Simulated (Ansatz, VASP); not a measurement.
## Pb: VASP beside Ansatz

```xyz
1
Lattice="-1.9797 1.9797 1.9797 1.9797 -1.9797 1.9797 1.9797 1.9797 -1.9797" Properties=species:S:1:pos:R:3 pbc="T T T"
Pb    0.0000    0.0000    0.0000
```

Alike in both runs: functional r2SCAN; k mesh 12 × 12 × 12; occupations gaussian, width 0.1 eV; no spin polarisation.

Ansatz relaxed the structure, and its values are those at the end. VASP's run is a single point on that final structure, the one shown.

|  | VASP | Ansatz |
| --- | --- | --- |
| version | VASP 6.6.1 | Ansatz 0.2.0 |
| potentials or method | VASP PAW PBE potentials, release 64 (Pb_d) | scalar-relativistic, plane waves, PAW |
| plane-wave cutoff (eV) | 520 | 500 |
| valence electrons in the cell | 14 | 14 |

```tsv
	VASP	Ansatz	Ansatz less VASP
gap on the k mesh at the Fermi level (eV)	none	none	-
pressure (GPa)	0.0	0.0	+0.01
```

A gap of «none» marks a metal or a gap that the smearing closes. The functional is the same, so the differences come from potentials, cutoffs and numerics.

Caveats: the PAW data sets were made with another functional, which shifts forces and pressure a little (VASP). Spin-orbit coupling is left out, which matters for the levels of Pb.
